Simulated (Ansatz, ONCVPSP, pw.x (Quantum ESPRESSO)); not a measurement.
Equation-of-state test of one ONCV potential (molybdenum)

Mo (Z = 42), optimised norm-conserving Vanderbilt (ONCV), made with ONCVPSP 4.0.1.1 (patched build) (PBE, scalar-relativistic). Core [Ar] 3d10, reference 4s2 4p6 4d5 5s1. Waves: 4s+5s: rc 1.70 bohr, ncon 4, nbas 7, qcut 7.9 1/bohr, 2 projectors; 4p: rc 1.45 bohr, ncon 5, nbas 8, qcut 11.1 1/bohr, 2 projectors, debl 2.1 Ha; 4d: rc 2.70 bohr, ncon 4, nbas 9, qcut 6.2 1/bohr, 2 projectors, debl 3 Ha. Local part: polynomial inside 0.90 bohr (lpopt 1, dvloc0 6 Ha). Core correction: none.

Atomic tests: cutoffs needed: 40 Ha and 47 Ha (the cutoffs (Ha) at which the residual kinetic energy of the hardest occupied pseudo-wave falls to 1 and 0.1 mHa per electron); ghost test: no bound ghost flagged; GHOST(+) flagged for s at 214.9 eV; largest excitation error: -101 meV (all-electron minus pseudo) for 4s2 4p5 4d5 5s1, out of 4 test configurations.

Crystal test: fcc Mo in pw.x 7.5, no spin, 14³ k-points, Fermi–Dirac smearing 0.01 Ry, cutoffs 110/440 Ry. The reference is all-electron LAPW (Ansatz 0.2.0) with the same functional, mesh and smearing; V0 and B0 come from Birch–Murnaghan fits to the pressures at five volumes. Errors are pseudo minus all-electron; Δ is the rms difference of the E(V) curves that follow from these fits, minima aligned, over ±6 % about the mean V0. Mesh and smearing are coarse, so the numbers serve the comparison and aren't converged zero-temperature values; the lattice is a test structure that the element need not adopt.

```tsv
V (Å³/atom)	P all-electron (GPa)	P pseudo (GPa)
15.226	13.93	15.09
15.626	6.76	7.87
16.027	0.44	1.49
16.428	-5.13	-4.14
16.828	-10.04	-9.12
```

All-electron: a0 = 4.005 Å (V0 = 16.06 Å³/atom), B0 = 235.3 GPa.

Pseudopotential: mean pressure error (GPa): +1.05; a0 (Å): 4.011; a0 error (%): +0.15; B0 error (%): -0.7; Δ (meV/atom): 3.7.

Question: At the middle volume, how do free energy and pressure move when the wave cutoff is lowered (ecutrho kept at four times it)?

Answer:

| cutoff (Ry) | shift of F (meV/atom) | shift of P (GPa) |
| --- | --- | --- |
| 50 | +3047.3 | -83.31 |
| 66 | +685.4 | -31.42 |
| 88 | +46.3 | -3.76 |

The run at the middle volume (104 k-points, 8 iterations) took about 22 s on one core of a shared host (Intel(R) Xeon(R) Platinum 8559C, 192 threads, 1488 GiB, load 44).
